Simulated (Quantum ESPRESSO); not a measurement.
KI: zone-centre phonons and dielectric response under several settings

```
I K
1.0
     0.00000    3.53277    3.53277
     3.53277    0.00000    3.53277
     3.53277    3.53277    0.00000
I K
1 1
Cartesian
  3.5328 3.5328 3.5328
  0.0000 0.0000 0.0000
```

All runs used Quantum ESPRESSO 7.5; potentials PseudoDojo 0.4.1 SR PBE standard; k mesh 4 × 4 × 4, shifted; no spin polarisation; cutoff 1007 eV; occupations smeared at first, fixed for the response.

| level | geometry | volume (Å³/atom) | pressure (GPa) | lowest optical mode without the field (cm⁻¹) | highest mode with the field (cm⁻¹) | ε∞ (mean) | ε0 (mean) | Born charge of atom 1 (e) |
| --- | --- | --- | --- | --- | --- | --- | --- | --- |
| PBE | relaxed at 0 GPa | 46.28 | 0.0 | 88 | 127 | 2.80 | 5.9 | -1.16 |
| PBE | relaxed at 5 GPa | 35.86 | 5.0 | 151 | 176 | 3.23 | 4.4 | -1.07 |
| PBE | relaxed at 10 GPa | 31.69 | 10.0 | 186 | 206 | 3.51 | 4.3 | -1.02 |
| PBE | relaxed at 20 GPa | ? | 20.0 | ? | ? | ? | ? | ? |
| PBE | relaxed at 40 GPa | 22.88 | 40.0 | 293 | 303 | 4.74 | 5.1 | -0.90 |

**Question.** What stands in the row left open?

**Answer.** Volume 27.26 Å³/atom; lowest optical mode without the field 233 cm⁻¹; highest mode with the field 248 cm⁻¹; ε∞ 3.95; ε0 4.5; Born charge of atom 1 -0.95 e.

Caveats: the volume moved by over 15 % at a fixed basis, so the end points are rough (some runs); the cell is more than 3 GPa from zero pressure, which shifts response properties (some runs).

For the row left open. Caveat: the volume moved by over 15 % at a fixed basis, so the end points are rough; the cell is more than 3 GPa from zero pressure, which shifts response properties.
